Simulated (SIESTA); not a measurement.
Runs of SIESTA 5.4.2 on TiO2 (Anatase). It takes space group I4_1/amd (No. 141, tetragonal). The conventional cell has a = 3.784 Å, b = 3.784 Å, c = 9.515 Å, α = 90.00°, β = 90.00°, γ = 90.00°. Ti (site symmetry -4m2) has 6 O at 1.93 to 1.98 Å as nearest neighbours. O (site symmetry 2mm) has 3 Ti at 1.93 to 1.98 Å as nearest neighbours. 

```csv
task,level,potentials or basis,k mesh,energy shift,gap on the mesh (eV),pressure (GPa),V0 of scaled cells (Å³/atom),B0 (GPa),largest force (eV/Å)
equation of state,LDA,"PseudoDojo 0.4 standard (LDA files), DZP (energy shift 0.003 Ry; two zetas on semicore shells)",8 × 8 × 8,0.003 Ry,-,-,11.23,(b),-
band structure,PBE,"PseudoDojo 0.4 standard (PBE files), TZDP (energy shift 0.003 Ry; two zetas on semicore shells)",7 × 7 × 7,0.003 Ry,2.08,7.0,-,-,0.13
band structure,PBEsol,"PseudoDojo 0.4 standard (PBEsol files), DZP (energy shift 0.003 Ry; two zetas on semicore shells)",7 × 7 × 7,0.003 Ry,1.95,2.9,-,-,0.08
equation of state,PBE,"PseudoDojo 0.4 standard (PBE files), DZP (energy shift 0.003 Ry; two zetas on semicore shells)",7 × 7 × 7,0.003 Ry,-,-,(c),202,-
equation of state,LDA-PZ,"PseudoDojo 0.4 standard (LDA files), DZP (energy shift 0.002 Ry)",7 × 7 × 7,0.002 Ry,-,-,11.21,233,-
band structure,PBE,"PseudoDojo 0.4 standard (PBE files), DZDP (energy shift 0.005 Ry)",7 × 7 × 7,0.005 Ry,2.00,7.3,-,-,0.23
band structure,B86bPBE,"PseudoDojo 0.4 standard (PBE files), DZP (energy shift 0.002 Ry)",7 × 7 × 7,0.002 Ry,1.94,9.2,-,-,0.20
band structure,PBE,"PseudoDojo 0.4 standard (PBE files), TZP (energy shift 0.003 Ry; two zetas on semicore shells)",7 × 7 × 7,0.003 Ry,2.03,7.7,-,-,0.13
band structure,BLYP,"PseudoDojo 0.4 standard (PBE files), DZP (energy shift 0.002 Ry)",7 × 7 × 7,0.002 Ry,1.95,(a),-,-,0.31
band structure,LDA,"PseudoDojo 0.4 standard (LDA files), DZP (energy shift 0.002 Ry)",7 × 7 × 7,0.002 Ry,1.86,-3.2,-,-,0.03
band structure,vdW-DF-cx,"PseudoDojo 0.4 standard (PBE files), DZP (energy shift 0.002 Ry)",7 × 7 × 7,0.002 Ry,1.94,3.5,-,-,0.17
band structure,BLYP,"PseudoDojo 0.4 standard (PBE files), DZP (energy shift 0.003 Ry; two zetas on semicore shells)",10 × 10 × 10,0.003 Ry,2.02,14.9,-,-,0.31
```

Alike in all rows: no spin polarisation; cell as given; smearing fermi-dirac 0.05 eV; grid cutoff 800 Ry.

Q: Estimate the missing entries.

A: (a) 14.1; (b) 232; (c) 11.84.

Caveats: the basis of atomic orbitals isn't converged, which shifts pressures, moduli and gaps; semicore shells carry a single zeta, which can move pressures by several GPa and volumes by a few percent (some runs); the potentials were made for another functional, which shifts forces and pressure (some runs); the cell was scaled at fixed shape and fractional positions, which overstates the stiffness of a crystal with free parameters, most of all of layers and chains (some runs).

A k mesh can miss the band edges.

Not every run made on this cell is shown here.
